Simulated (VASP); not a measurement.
Rb: single point with PBE

The system is Rb.

```
Rb
1.0
    -2.74988    2.80600    2.80600
     2.74988   -2.80600    2.80600
     2.74988    2.80600   -2.80600
Rb
1
Direct
  0.00000 0.00000 0.00000
```

The cell isn't the ideal one: strain -0.0200 x Voigt [1, 0, 0, 0, 0, 0], atoms carried along.

```json
{"Program": "VASP 6.6.1", "Task": "single point", "Functional": "PBE", "Potentials or basis": "VASP PAW PBE potentials, release 64 (Rb_sv)", "Cutoff": "520 eV", "k mesh": "12 × 12 × 12", "Occupations": "gaussian, width 0.15 eV", "Spin": "no spin polarisation", "Dipole correction": "no", "Further INCAR settings": "ALGO = Fast; EDIFF = 1e-06; NBANDS = 10"}
```

```yaml
Pressure: 0.2 GPa
Band_gap_on_the_k_mesh: none (metal or under the smearing width)
```

Levels at points of the mesh, in eV from the Fermi level:
| k point | band 1 | band 2 | band 3 | band 4 | band 5 | band 6 | band 7 | band 8 | band 9 | band 10 |
| --- | --- | --- | --- | --- | --- | --- | --- | --- | --- | --- |
| (0.00, 0.00, 0.00) | -28.87 | -12.91 | -12.91 | -12.91 | -2.03 | 3.66 | 3.77 | 3.77 | 4.62 | 4.77 |
| (0.50, 0.00, 0.00) | -28.87 | -13.02 | -12.95 | -12.91 | 0.21 | 0.79 | 2.67 | 4.31 | 5.29 | 5.36 |
| (0.00, 0.50, 0.00) | -28.87 | -13.02 | -12.95 | -12.91 | 0.24 | 0.84 | 2.56 | 4.39 | 5.27 | 5.37 |
| (0.50, 0.50, 0.50) | -28.86 | -12.99 | -12.99 | -12.99 | 1.20 | 1.25 | 3.32 | 3.32 | 3.52 | 5.11 |

Run time: 70 s on 1 thread of Intel(R) Xeon(R) Platinum 8259CL CPU @ 2.50GHz (Skylake/Cascade Lake), with other jobs on the host, peak memory 0.29 GiB.
